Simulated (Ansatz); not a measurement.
A run of Ansatz 0.2.0 is set up as follows.

The input input.yaml:

```yaml
crystal:
  lattice:
    - [2.1542, 1.2437279499, 3.758]
    - [-2.1542, 1.2437279499, 3.758]
    - [0.0, -2.4874558998, 3.758]
  atoms:
    - { symbol: Sb, position: [0.76651, 0.76651, 0.76651] }
    - { symbol: Sb, position: [0.23349, 0.23349, 0.23349] }
hamiltonian:
  xc: pbe
  pseudopotentials: { kind: paw }
kpoints:
  mp_grid: { grid: [8, 8, 8] }
scf:
  occupations: { method: fermi_dirac, width: 0.05 }
output:
  forces: true
  stress: true
  eigenvalues: true
  write_density: true
  write_potential: true
  elf: true
  volumetric_format: npy
relax:
  f_tol: 0.01
  max_steps: 40
  cell: { stress_tol: 0.05, p_target: 2.0 }
```

Potentials or basis: Ansatz PAW.

Run with:

```bash
$ ansatz run input.yaml --threads 2 --pin off --max-ram 5632MiB --backend cpu --events-out ev --progress --plain --runs-dir out
```

**Question.** What does it give for the relaxed cell?

**Answer.** a = 4.478 Å, b = 4.478 Å, c = 4.478 Å, α = 57.93°, β = 57.93°, γ = 57.93°.

**Question.** Predict the space group after relaxing (to 0.05 Å).

**Answer.** R-3m (No. 166).

**Question.** Predict the relaxed volume.

**Answer.** 30.24 Å³/atom.

The path:
| step | energy change (eV) | largest force (eV/Å) | volume (Å³) |
| --- | --- | --- | --- |
| 1 | 0.0000 | 0.1593 | 60.41 |
| 2 | -0.0123 | 0.1197 | 61.34 |
| 3 | -0.0089 | 0.0039 | 60.81 |
| 4 | -0.0069 | 0.0133 | 60.63 |
| 5 | -0.0052 | 0.0012 | 60.48 |
| 6 | -0.0052 | 0.0011 | 60.48 |

Caveat: the plane-wave basis is chosen anew once the cell has moved, so the energies of steps on either side of that aren't comparable. Spin-orbit coupling is left out, which matters for the levels of Sb.
